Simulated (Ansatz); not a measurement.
**Sb under changes of volume**

One of the cells (31.554 Å³/atom); the others are scaled copies at fixed shape and fractional positions:

```
Sb
1.0
     3.16000    0.00000    0.00000
     0.00000    3.16000    0.00000
     0.00000    0.00000    3.16000
Sb
1
Cartesian
  0.0000 0.0000 0.0000
```

This isn't the form of Sb at room conditions, which is rhombohedral.

- Program: Ansatz 0.2.0
- Functional: r2SCAN0
- Potentials or basis: Ansatz PAW
- Cutoff: 500 eV (not typed: the program's choice for these potentials)
- k mesh: 4 × 4 × 4
- Occupations: fermi-dirac, width 0.05 eV
- Spin: no spin polarisation

| volume (Å³/atom) | energy over the lowest point (meV/atom) | pressure (GPa) |
| --- | --- | --- |
| 29.661 | 0.00 | -3.3 |
| 30.292 | 15.16 | -4.4 |
| 30.923 | 34.31 | -5.3 |
| 31.554 | 56.96 | -6.2 |
| 32.186 | 82.68 | -6.9 |
| 32.817 | ? | ? |
| 33.448 | 141.74 | -8.0 |

Q: What does the run at 32.817 Å³/atom give?

A: Energy over the lowest point 111.05 meV/atom; pressure -7.5 GPa.

Worked out: A Birch-Murnaghan fit of order 3 (a polynomial in V^(-2/3)) to the other rows has no minimum within the range. It gives 111.05 meV/atom at 32.817 Å³/atom, against the run's 111.05, and -dE/dV = -7.5 GPa, against -7.5.

Energies are extrapolated to zero smearing.

Caveats: all runs use coarse meshes; the PAW data sets come from PBE, with cores solved anew for the run's functional, which leaves a small shift of forces and pressure; the thresholds are loose for stress.
